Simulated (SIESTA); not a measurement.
The system is CuO.

```xyz
4
Lattice="1.9910 -2.1536 0.0000 1.9910 2.1536 0.0000 0.0000 0.0000 5.1559" Properties=species:S:1:pos:R:3 pbc="T T T"
Cu    0.9955   -1.0768    0.0000
Cu    0.9955    1.0768    2.5780
O     1.9910    0.0000    1.2890
O     1.9910    0.0000    3.8669
```

Measurements of this composition are mostly on another form, of space group No. 15.

* Program: SIESTA 5.4.2
* Task: single point
* Functional: PBEsol
* Potentials or basis: PseudoDojo 0.4 standard (PBEsol files)
* Basis: DZP (energy shift 0.003 Ry; two zetas on semicore shells)
* Grid cutoff: 800 Ry
* Energy shift: 0.003 Ry
* k mesh: 9 × 9 × 5
* Occupations: fermi-dirac, width 0.05 eV
* Spin: no spin polarisation

On this cell: pressure -4.7 GPa; largest force under 0.003 eV/Å; band gap on the k mesh none (metal or under the smearing width).

The same run follows on a disturbed copy (atoms moved at random, drawn with an rms of 0.05 Å):

```xyz
4
Lattice="1.9910 -2.1536 0.0000 1.9910 2.1536 0.0000 0.0000 0.0000 5.1559" Properties=species:S:1:pos:R:3 pbc="T T T"
Cu    0.9825   -1.0968   -0.0160
Cu    0.9693    1.0564    2.5449
O     1.9939    0.0278    1.2999
O     2.0088   -0.0174    3.8223
```

**Question.** What does the disturbed cell give?

**Answer.** The energy (extrapolated to zero smearing) moves by +7.6 meV/atom; pressure -4.4 GPa; largest force 0.648 eV/Å; band gap on the k mesh none (metal or under the smearing width).

Forces in eV/Å, atoms in the order of the input:
```
Cu   0.299  0.324 -0.091
Cu   0.191  0.070  0.259
O   -0.185 -0.324 -0.530
O   -0.306 -0.071  0.364
```

Stress tensor (GPa, compression positive):
```
-3.78 -1.05 -1.01
-1.05 -4.84  0.41
-1.01  0.41 -4.61
```

Caveats: short orbitals over semicore shells can move pressures by several GPa; the basis of atomic orbitals isn't converged, which shifts pressures, moduli and gaps; the run has no spin polarisation, though such a crystal can be magnetic; semilocal functionals often make such compounds metallic where correlation or magnetic order opens a gap, which also shifts bond lengths.
